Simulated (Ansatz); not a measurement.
**What DFT gives for TiPbO3**

```
Pb Ti O
1.0
     3.97241    3.97241    0.00000
     0.00000    3.97241    3.97241
     3.97241    0.00000    3.97241
Pb Ti O
2 2 6
Direct
  0.00000 0.00000 0.00000
  0.50000 0.50000 0.50000
  0.25000 0.25000 0.25000
  0.75000 0.75000 0.75000
  0.00000 0.50000 0.00000
  0.50000 0.00000 0.50000
  0.00000 0.00000 0.50000
  0.50000 0.50000 0.00000
  0.00000 0.50000 0.50000
  0.50000 0.00000 0.00000
```

Single point in Ansatz 0.2.0 with r2SCAN, no spin polarisation. Cutoff 500 eV, PAW datasets, 6×6×6 Γ-centred k mesh, fermi-dirac filling (width 0.1 eV).

Is the cell too large or too small?

The pressure is -5.1 GPa (compression positive), so with the atoms held at these fractions the cell would first shrink.

What do density and ELF say about some of the short contacts?

Ti–O at 1.99 Å: least valence density 0.65 e/Å³ and ELF 0.20 there. Pb–O at 2.81 Å: least valence density 0.16 e/Å³ and ELF 0.09 there, a closed-shell (ionic or weak) contact. Both are smooth PAW fields, read partly inside the augmentation spheres.

Metal or insulator? Give the gap.

The gap is 1.95 eV, indirect (the least direct gap found is 1.96 eV). A semilocal functional usually gives too small a gap.

What is the formation energy?

-2.51 eV an atom against the elements' usual phases (free molecules for gases, crystals otherwise, with no correction for O₂ or N₂), so it is bound against them; other compounds may still compete. Relaxing would lower it.

Origin: a database entry at a rescaled volume. Caveats: no spin-orbit coupling, which can shift this gap by tenths of an eV.
